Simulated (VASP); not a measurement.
# SiC under pressure and tension, part 2 of 3

How does SiC change with the volume? The starting structure is a computed structure from the Materials Project. All runs use LDA. The equilibrium cell comes from relaxations that aren't shown. At each volume, shape and positions are relaxed as far as symmetry leaves them free.

VASP 6.6.1.

Results so far: the equilibrium volume 0.0 GPa; 0.96 of the equilibrium volume 10.2 GPa.

### Step 4. Relaxation at 1.04 of the equilibrium volume

Level of this step: LDA; plane waves and PAW (Si, C) (VASP).

INCAR

```
SYSTEM = SiC
PREC = Accurate
ENCUT = 560
EDIFF = 1E-07
NELM = 100
ISMEAR = 0
SIGMA = 0.03
LREAL = .FALSE.
ALGO = Normal
GGA = CA
NBANDS = 24
LORBIT = 11
LWAVE = .FALSE.
LCHARG = .FALSE.
KPAR = 16
IBRION = 2
NSW = 50
ISIF = 4
EDIFFG = -0.003
```

POSCAR

```
SiC
1.0
    3.1000342285      0.0000000000      0.0000000000
   -1.5500171092      2.6847083962      0.0000000000
    0.0000000000      0.0000000000     10.1487380226
Si C
4 4
Direct
    0.6666666700      0.3333333300      0.9378490934
    0.3333333300      0.6666666700      0.4378490934
    0.0000000000      0.0000000000      0.6878893035
    0.0000000000      0.0000000000      0.1878893035
    0.6666666700      0.3333333300      0.7498041718
    0.3333333300      0.6666666700      0.2498041718
    0.0000000000      0.0000000000      0.5004564313
    0.0000000000      0.0000000000      0.0004564313
```

KPOINTS

```
Automatic mesh
0
Gamma
8 8 2
0 0 0
```

PAW data sets: Si and C (LDA family, release 64).

Launch:

```sh
> mpirun -np 16 vasp_std
```

Output:

```text
[... set-up lines as in an earlier step ...]
 entering main loop
       N       E                     dE             d eps       ncg     rms          rms(c)
DAV:   1     0.735857000387E+02    0.73586E+02   -0.15362E+04   960   0.128E+03
DAV:   2    -0.668926775766E+02   -0.14048E+03   -0.12925E+03  1312   0.202E+02
DAV:   3    -0.742740591010E+02   -0.73814E+01   -0.73228E+01  1272   0.454E+01
DAV:   4    -0.743878956724E+02   -0.11384E+00   -0.11372E+00  1240   0.657E+00
[...]
DAV:  12    -0.664961699532E+02    0.46999E-05   -0.10959E-05  1216   0.161E-02    0.106E-02
DAV:  13    -0.664961694863E+02    0.46688E-06   -0.22598E-06  1264   0.677E-03    0.300E-03
DAV:  14    -0.664961695139E+02   -0.27590E-07   -0.84841E-08   912   0.194E-03
   1 F= -.66496170E+02 E0= -.66496170E+02  d E =-.664962E+02
[...]
N       E                     dE             d eps       ncg     rms          rms(c)
DAV:   1    -0.664961813708E+02   -0.11884E-04   -0.16188E-03  1184   0.240E-01    0.217E-02
DAV:   2    -0.664961771048E+02    0.42660E-05   -0.70666E-05  1240   0.492E-02    0.116E-02
DAV:   3    -0.664961719128E+02    0.51920E-05   -0.69480E-06  1240   0.168E-02    0.395E-03
DAV:   4    -0.664961715043E+02    0.40850E-06   -0.26945E-06  1216   0.910E-03    0.191E-03
DAV:   5    -0.664961715018E+02    0.24697E-08   -0.28773E-07   976   0.326E-03
   2 F= -.66496172E+02 E0= -.66496172E+02  d E =-.198790E-05
 trial-energy change:   -0.000002  1 .order   -0.000002   -0.000034    0.000031
 step:   0.5246(harm=  0.5246)  dis= 0.00032  next Energy=   -66.496179 (dE=-0.902E-05)
[...]
N       E                     dE             d eps       ncg     rms          rms(c)
DAV:   1    -0.664961810400E+02   -0.95357E-05   -0.36406E-04  1176   0.114E-01    0.101E-02
DAV:   2    -0.664961799833E+02    0.10567E-05   -0.15685E-05  1248   0.233E-02    0.551E-03
DAV:   3    -0.664961787740E+02    0.12093E-05   -0.16217E-06  1224   0.810E-03    0.184E-03
DAV:   4    -0.664961786795E+02    0.94491E-07   -0.61262E-07  1192   0.432E-03
   3 F= -.66496179E+02 E0= -.66496179E+02  d E =-.916560E-05
[...]
reached required accuracy - stopping structural energy minimisation
```

The job ended after 12 s (16 MPI ranks of Intel Xeon 6975P-C (Granite Rapids), shared host; peak memory 3.4 GiB).

Parts of OUTCAR (step 4):

```text
  Total       -4.3861606     -4.3861606     -4.3883665     -0.0000000      0.0000000      0.0000000
  in kB      -83.1992592    -83.1992593    -83.2411029     -0.0000002      0.0000000      0.0000000
  external PRESSURE =     -83.2132072 kB  Pullay stress =       0.0000000 kB

 POSITION                                       TOTAL-FORCE (eV/Angst)
 -----------------------------------------------------------------------------------
      1.54993      0.89485      9.51942        -0.000000     -0.000000      0.000258
     -0.00000      1.78970      4.44446        -0.000000      0.000000      0.000258
      0.00000      0.00000      6.98193         0.000000     -0.000000     -0.001761
     -0.00000      0.00000      1.90697        -0.000000      0.000000     -0.001761
      1.54993      0.89485      7.61029         0.000000      0.000000     -0.000286
     -0.00000      1.78970      2.53532         0.000000     -0.000000     -0.000286
     -0.00000     -0.00000      5.07955        -0.000000     -0.000000      0.001789
     -0.00000      0.00000      0.00458        -0.000000     -0.000000      0.001789
 -----------------------------------------------------------------------------------
    total drift:                                0.000000      0.000000     -0.001359

  FREE ENERGIE OF THE ION-ELECTRON SYSTEM (eV)
  ---------------------------------------------------
  free  energy   TOTEN  =       -66.4961786795 eV

  energy  without entropy=      -66.4961786795  energy(sigma->0) =      -66.49617868

[... 2 parts as in an earlier step ...]

[... 2 further parts left out ...]
[key lines of the parts left out:]
E-fermi :   8.0545
```

1.04 of the equilibrium volume: 10.558 Å³ an atom and a pressure of -8.32 GPa, and 2.161 eV of gap on the mesh. Further runs on this cell, not shown, give the modes B1 (4) 882.7, B1 (3) 873.7, E2 (1) 191.4 cm⁻¹.

### Step 5. Relaxation at 0.92 of the equilibrium volume

INCAR is that of step 4.

POSCAR, as its differences from that of step 4:

```diff
@@ -2,5 +2,5 @@
 1.0
-    3.1000342285      0.0000000000      0.0000000000
-   -1.5500171092      2.6847083962      0.0000000000
-    0.0000000000      0.0000000000     10.1487380226
+    2.9758976131      0.0000000000      0.0000000000
+   -1.4879488017      2.5772029337      0.0000000000
+    0.0000000000      0.0000000000      9.7423457392
 Si C
```

KPOINTS is that of step 4.

Launch:

```sh
> mpirun -np 16 vasp_std
```

Output:

```text
[... set-up lines as in an earlier step ...]
 entering main loop
       N       E                     dE             d eps       ncg     rms          rms(c)
DAV:   1     0.784516689039E+02    0.78452E+02   -0.15742E+04   960   0.130E+03
DAV:   2    -0.684768706947E+02   -0.14693E+03   -0.13536E+03  1328   0.211E+02
DAV:   3    -0.755341244624E+02   -0.70573E+01   -0.69910E+01  1264   0.445E+01
DAV:   4    -0.756229025622E+02   -0.88778E-01   -0.88711E-01  1232   0.601E+00
[...]
DAV:  12    -0.661478951417E+02    0.44666E-05   -0.88149E-06  1200   0.152E-02    0.659E-03
DAV:  13    -0.661478945291E+02    0.61261E-06   -0.21995E-06  1248   0.683E-03    0.118E-03
DAV:  14    -0.661478945505E+02   -0.21429E-07   -0.87529E-08   856   0.185E-03
   1 F= -.66147895E+02 E0= -.66147895E+02  d E =-.661479E+02
[...]
2 F= -.66147852E+02 E0= -.66147852E+02  d E =0.424282E-04
[...]
3 F= -.66147942E+02 E0= -.66147942E+02  d E =-.475926E-04
[...]
4 F= -.66147944E+02 E0= -.66147944E+02  d E =-.233760E-05
[...]
5 F= -.66147946E+02 E0= -.66147946E+02  d E =-.386561E-05
[...]
reached required accuracy - stopping structural energy minimisation
```

Wall time 15 s (16 MPI ranks); peak memory 3.5 GiB; 2.6 min of CPU time.

OUTCAR, selected parts (step 5):

```text
  Total       10.4801743     10.4801743     10.4642461      0.0000000      0.0000000     -0.0000000
  in kB      224.7237369    224.7237373    224.3821926      0.0000005      0.0000000     -0.0000000
  external PRESSURE =     224.6098889 kB  Pullay stress =       0.0000000 kB

 POSITION                                       TOTAL-FORCE (eV/Angst)
 -----------------------------------------------------------------------------------
      1.48817      0.85919      9.13364         0.000000      0.000000      0.001906
     -0.00000      1.71839      4.26389        -0.000000     -0.000000      0.001906
     -0.00000     -0.00000      6.70031        -0.000000      0.000000     -0.001566
      0.00000     -0.00000      1.83055         0.000000     -0.000000     -0.001566
      1.48817      0.85919      7.30287        -0.000000      0.000000     -0.001026
     -0.00000      1.71839      2.43311         0.000000     -0.000000     -0.001026
      0.00000      0.00000      4.87401        -0.000000     -0.000000      0.000685
     -0.00000     -0.00000      0.00426         0.000000      0.000000      0.000685
 -----------------------------------------------------------------------------------
    total drift:                               -0.000000     -0.000000      0.000051

  FREE ENERGIE OF THE ION-ELECTRON SYSTEM (eV)
  ---------------------------------------------------
  free  energy   TOTEN  =       -66.1479460088 eV

  energy  without entropy=      -66.1479460088  energy(sigma->0) =      -66.14794601

[... 2 parts as in an earlier step ...]

[... 2 further parts left out ...]
[key lines of the parts left out:]
E-fermi :   9.4832
```

0.92 of the equilibrium volume: 9.340 Å³ an atom and a pressure of 22.46 GPa, and 2.187 eV of gap on the mesh. Further runs on this cell, not shown, give the modes B1 (4) 1006.4, B1 (3) 997.5, E2 (1) 189.4 cm⁻¹.

### Step 6. Relaxation at 0.98 of the equilibrium volume

INCAR is that of step 5.

POSCAR, as its differences from that of step 5:

```diff
@@ -2,5 +2,5 @@
 1.0
-    2.9758976131      0.0000000000      0.0000000000
-   -1.4879488017      2.5772029337      0.0000000000
-    0.0000000000      0.0000000000      9.7423457392
+    3.0392335018      0.0000000000      0.0000000000
+   -1.5196167459      2.6320534223      0.0000000000
+    0.0000000000      0.0000000000      9.9496916245
 Si C
```

KPOINTS is that of step 5.

Launch:

```sh
> mpirun -np 16 vasp_std
```

Output:

```text
[... set-up lines as in an earlier step ...]
 entering main loop
       N       E                     dE             d eps       ncg     rms          rms(c)
DAV:   1     0.785682501068E+02    0.78568E+02   -0.15589E+04   960   0.129E+03
DAV:   2    -0.682131510039E+02   -0.14678E+03   -0.13642E+03  1352   0.208E+02
DAV:   3    -0.750907460308E+02   -0.68776E+01   -0.68375E+01  1280   0.439E+01
DAV:   4    -0.751815033889E+02   -0.90757E-01   -0.90685E-01  1232   0.601E+00
[...]
DAV:  12    -0.665547365349E+02    0.44727E-05   -0.88692E-06  1216   0.148E-02    0.898E-03
DAV:  13    -0.665547360024E+02    0.53250E-06   -0.24040E-06  1240   0.700E-03    0.179E-03
DAV:  14    -0.665547360283E+02   -0.25901E-07   -0.73172E-08   896   0.184E-03
   1 F= -.66554736E+02 E0= -.66554736E+02  d E =-.665547E+02
[...]
N       E                     dE             d eps       ncg     rms          rms(c)
DAV:   1    -0.665547398952E+02   -0.38928E-05   -0.38502E-04  1176   0.119E-01    0.119E-02
DAV:   2    -0.665547383382E+02    0.15569E-05   -0.20252E-05  1232   0.275E-02    0.641E-03
DAV:   3    -0.665547367854E+02    0.15529E-05   -0.22299E-06  1248   0.932E-03    0.219E-03
DAV:   4    -0.665547366468E+02    0.13859E-06   -0.70944E-07  1216   0.481E-03    0.123E-03
DAV:   5    -0.665547366414E+02    0.54256E-08   -0.69990E-08   712   0.173E-03
   2 F= -.66554737E+02 E0= -.66554737E+02  d E =-.613114E-06
 trial-energy change:   -0.000001  1 .order   -0.000000   -0.000011    0.000010
 step:   0.5218(harm=  0.5218)  dis= 0.00013  next Energy=   -66.554739 (dE=-0.291E-05)
[...]
N       E                     dE             d eps       ncg     rms          rms(c)
DAV:   1    -0.665547397523E+02   -0.31055E-05   -0.87053E-05  1160   0.567E-02    0.557E-03
DAV:   2    -0.665547393624E+02    0.38993E-06   -0.45014E-06  1224   0.130E-02    0.304E-03
DAV:   3    -0.665547390161E+02    0.34623E-06   -0.50563E-07  1224   0.445E-03    0.102E-03
DAV:   4    -0.665547389880E+02    0.28098E-07   -0.15003E-07   776   0.228E-03
   3 F= -.66554739E+02 E0= -.66554739E+02  d E =-.295976E-05
[...]
reached required accuracy - stopping structural energy minimisation
```

Wall time 7.6 s (16 MPI ranks); peak memory 3.3 GiB.

OUTCAR, selected parts (step 6):

```text
  Total        2.4038234      2.4038234      2.4036355      0.0000000      0.0000000      0.0000000
  in kB       48.3887884     48.3887884     48.3850065      0.0000001      0.0000000      0.0000000
  external PRESSURE =      48.3875278 kB  Pullay stress =       0.0000000 kB

 POSITION                                       TOTAL-FORCE (eV/Angst)
 -----------------------------------------------------------------------------------
      1.51967      0.87738      9.33050        -0.000000      0.000000      0.001158
     -0.00000      1.75476      4.35601         0.000000     -0.000000      0.001158
      0.00000      0.00000      6.84393         0.000000     -0.000000      0.001376
      0.00000      0.00000      1.86943        -0.000000      0.000000      0.001376
      1.51967      0.87738      7.45985         0.000000     -0.000000     -0.000968
     -0.00000      1.75476      2.48536        -0.000000      0.000000     -0.000968
     -0.00000      0.00000      4.97899        -0.000000     -0.000000     -0.001566
      0.00000      0.00000      0.00450         0.000000     -0.000000     -0.001566
 -----------------------------------------------------------------------------------
    total drift:                               -0.000000     -0.000000      0.000229

  FREE ENERGIE OF THE ION-ELECTRON SYSTEM (eV)
  ---------------------------------------------------
  free  energy   TOTEN  =       -66.5547389880 eV

  energy  without entropy=      -66.5547389880  energy(sigma->0) =      -66.55473899

[... 2 parts as in an earlier step ...]

[... 2 further parts left out ...]
[key lines of the parts left out:]
E-fermi :   8.7774
```

0.98 of the equilibrium volume: 9.949 Å³ an atom and a pressure of 4.84 GPa, and 2.176 eV of gap on the mesh. Further runs on this cell, not shown, give the modes B1 (4) 941.2, B1 (3) 932.0, E2 (1) 191.1 cm⁻¹.

### Step 7. Relaxation at 1.02 of the equilibrium volume

INCAR is that of step 6.

POSCAR, as its differences from that of step 6:

```diff
@@ -2,5 +2,5 @@
 1.0
-    3.0392335018      0.0000000000      0.0000000000
-   -1.5196167459      2.6320534223      0.0000000000
-    0.0000000000      0.0000000000      9.9496916245
+    3.0800334508      0.0000000000      0.0000000000
+   -1.5400167204      2.6673872147      0.0000000000
+    0.0000000000      0.0000000000     10.0832604705
 Si C
```

KPOINTS is that of step 6.

Launch:

```sh
> mpirun -np 16 vasp_std
```

Output:

```text
[... set-up lines as in an earlier step ...]
 entering main loop
       N       E                     dE             d eps       ncg     rms          rms(c)
DAV:   1     0.752354163195E+02    0.75235E+02   -0.15233E+04   960   0.128E+03
DAV:   2    -0.673014883407E+02   -0.14254E+03   -0.13333E+03  1304   0.204E+02
DAV:   3    -0.745823539373E+02   -0.72809E+01   -0.72325E+01  1272   0.447E+01
DAV:   4    -0.746848875209E+02   -0.10253E+00   -0.10243E+00  1264   0.629E+00
[...]
DAV:  12    -0.665594597558E+02    0.46471E-05   -0.10274E-05  1200   0.156E-02    0.101E-02
DAV:  13    -0.665594592370E+02    0.51880E-06   -0.21664E-06  1256   0.663E-03    0.203E-03
DAV:  14    -0.665594592681E+02   -0.31127E-07   -0.74957E-08   880   0.183E-03
   1 F= -.66559459E+02 E0= -.66559459E+02  d E =-.665595E+02
[...]
N       E                     dE             d eps       ncg     rms          rms(c)
DAV:   1    -0.665594619841E+02   -0.27471E-05   -0.52566E-04  1176   0.138E-01    0.121E-02
DAV:   2    -0.665594607019E+02    0.12822E-05   -0.21039E-05  1232   0.269E-02    0.635E-03
DAV:   3    -0.665594591494E+02    0.15525E-05   -0.20795E-06  1232   0.928E-03    0.211E-03
DAV:   4    -0.665594590453E+02    0.10412E-06   -0.81136E-07  1216   0.496E-03    0.103E-03
DAV:   5    -0.665594590445E+02    0.85038E-09   -0.73445E-08   728   0.172E-03
   2 F= -.66559459E+02 E0= -.66559459E+02  d E =0.223640E-06
 trial-energy change:    0.000000  1 .order    0.000000   -0.000010    0.000011
 step:   0.4825(harm=  0.4825)  dis= 0.00016  next Energy=   -66.559462 (dE=-0.241E-05)
[...]
N       E                     dE             d eps       ncg     rms          rms(c)
DAV:   1    -0.665594625691E+02   -0.35238E-05   -0.14025E-04  1160   0.712E-02    0.615E-03
DAV:   2    -0.665594622014E+02    0.36769E-06   -0.55345E-06  1232   0.138E-02    0.328E-03
DAV:   3    -0.665594617688E+02    0.43264E-06   -0.56952E-07  1216   0.486E-03    0.107E-03
DAV:   4    -0.665594617375E+02    0.31261E-07   -0.21123E-07   912   0.256E-03
   3 F= -.66559462E+02 E0= -.66559462E+02  d E =-.246940E-05
[...]
reached required accuracy - stopping structural energy minimisation
```

Elapsed: 7.2 s, on 16 MPI ranks; peak memory 3.4 GiB.

OUTCAR, selected parts (step 7):

```text
  Total       -2.2509350     -2.2509350     -2.2526310     -0.0000000      0.0000000      0.0000000
  in kB      -43.5342489    -43.5342490    -43.5670499     -0.0000001      0.0000000      0.0000000
  external PRESSURE =     -43.5451826 kB  Pullay stress =       0.0000000 kB

 POSITION                                       TOTAL-FORCE (eV/Angst)
 -----------------------------------------------------------------------------------
      1.53997      0.88910      9.45727        -0.000000      0.000000      0.000379
     -0.00000      1.77821      4.41536         0.000000     -0.000000      0.000379
     -0.00000     -0.00000      6.93653        -0.000000      0.000000     -0.000913
     -0.00000      0.00000      1.89462         0.000000     -0.000000     -0.000913
      1.53997      0.88910      7.56080         0.000000     -0.000000     -0.000179
     -0.00000      1.77821      2.51889        -0.000000     -0.000000     -0.000179
     -0.00000      0.00000      5.04647         0.000000     -0.000000      0.000714
     -0.00000      0.00000      0.00456        -0.000000      0.000000      0.000714
 -----------------------------------------------------------------------------------
    total drift:                                0.000000      0.000000     -0.000273

  FREE ENERGIE OF THE ION-ELECTRON SYSTEM (eV)
  ---------------------------------------------------
  free  energy   TOTEN  =       -66.5594617375 eV

  energy  without entropy=      -66.5594617375  energy(sigma->0) =      -66.55946174

[... 2 parts as in an earlier step ...]

[... 2 further parts left out ...]
[key lines of the parts left out:]
E-fermi :   8.2882
```

1.02 of the equilibrium volume: 10.355 Å³ an atom and a pressure of -4.35 GPa, and 2.167 eV of gap on the mesh. Further runs on this cell, not shown, give the modes B1 (4) 901.4, B1 (3) 892.4, E2 (1) 191.4 cm⁻¹.

### Step 8. Relaxation at 0.9 of the equilibrium volume

INCAR is that of step 7.

POSCAR, as its differences from that of step 7:

```diff
@@ -2,5 +2,5 @@
 1.0
-    3.0800334508      0.0000000000      0.0000000000
-   -1.5400167204      2.6673872147      0.0000000000
-    0.0000000000      0.0000000000     10.0832604705
+    2.9541749583      0.0000000000      0.0000000000
+   -1.4770874743      2.5583905627      0.0000000000
+    0.0000000000      0.0000000000      9.6712311912
 Si C
```

KPOINTS is that of step 7.

Launch:

```sh
> mpirun -np 16 vasp_std
```

Output:

```text
[... set-up lines as in an earlier step ...]
 entering main loop
       N       E                     dE             d eps       ncg     rms          rms(c)
DAV:   1     0.818676885240E+02    0.81868E+02   -0.15875E+04   960   0.130E+03
DAV:   2    -0.686332583487E+02   -0.15050E+03   -0.14053E+03  1320   0.213E+02
DAV:   3    -0.755898659465E+02   -0.69566E+01   -0.69198E+01  1280   0.444E+01
DAV:   4    -0.756698763219E+02   -0.80010E-01   -0.79954E-01  1232   0.578E+00
[...]
DAV:  12    -0.658829828288E+02    0.46030E-05   -0.89984E-06  1168   0.156E-02    0.581E-03
DAV:  13    -0.658829822321E+02    0.59674E-06   -0.23124E-06  1256   0.705E-03    0.128E-03
DAV:  14    -0.658829822547E+02   -0.22586E-07   -0.82564E-08   832   0.183E-03
   1 F= -.65882982E+02 E0= -.65882982E+02  d E =-.658830E+02
[...]
2 F= -.65882885E+02 E0= -.65882885E+02  d E =0.974231E-04
[...]
3 F= -.65883060E+02 E0= -.65883060E+02  d E =-.778877E-04
[...]
4 F= -.65883064E+02 E0= -.65883064E+02  d E =-.419260E-05
[...]
5 F= -.65883067E+02 E0= -.65883067E+02  d E =-.728423E-05
[...]
reached required accuracy - stopping structural energy minimisation
```

Run time: 10 s. Hardware: 16 MPI ranks; peak memory 3.5 GiB.

From OUTCAR (step 8):

```text
  Total       13.5036569     13.5036569     13.4801481      0.0000000     -0.0000000     -0.0000000
  in kB      295.9900789    295.9900794    295.4747849      0.0000007     -0.0000000     -0.0000000
  external PRESSURE =     295.8183144 kB  Pullay stress =       0.0000000 kB

 POSITION                                       TOTAL-FORCE (eV/Angst)
 -----------------------------------------------------------------------------------
      1.47736      0.85296      9.06610        -0.000000      0.000000      0.002827
     -0.00000      1.70591      4.23228         0.000000     -0.000000      0.002827
      0.00000      0.00000      6.65104         0.000000     -0.000000     -0.002270
     -0.00000      0.00000      1.81722        -0.000000     -0.000000     -0.002270
      1.47736      0.85296      7.24898         0.000000      0.000000     -0.001601
     -0.00000      1.70591      2.41516        -0.000000     -0.000000     -0.001601
      0.00000      0.00000      4.83800        -0.000000     -0.000000      0.001044
      0.00000      0.00000      0.00418        -0.000000      0.000000      0.001044
 -----------------------------------------------------------------------------------
    total drift:                               -0.000000     -0.000000     -0.000200

  FREE ENERGIE OF THE ION-ELECTRON SYSTEM (eV)
  ---------------------------------------------------
  free  energy   TOTEN  =       -65.8830674266 eV

  energy  without entropy=      -65.8830674266  energy(sigma->0) =      -65.88306743

[... 2 parts as in an earlier step ...]

[... 2 further parts left out ...]
[key lines of the parts left out:]
E-fermi :   9.7906
```

0.9 of the equilibrium volume: 9.137 Å³ an atom and a pressure of 29.58 GPa, and 2.189 eV of gap on the mesh. Further runs on this cell, not shown, give the modes B1 (4) 1029.8, B1 (3) 1021.0, E2 (1) 188.3 cm⁻¹.

(Continued in part 3 of 3.)

[Lines on the potential files, build, host, timing and source positions are cut from VASP's logs without a mark.]

[Logs are printed without paths, hosts, clocks, repeated set-up lines and the standing remarks that a program may print on its own settings, such as how far it seeks lower states.]

[Hosts, paths, dates, database ids (printed as entryN), source tags and the programs' standing remarks are cut or masked in the printed files.]
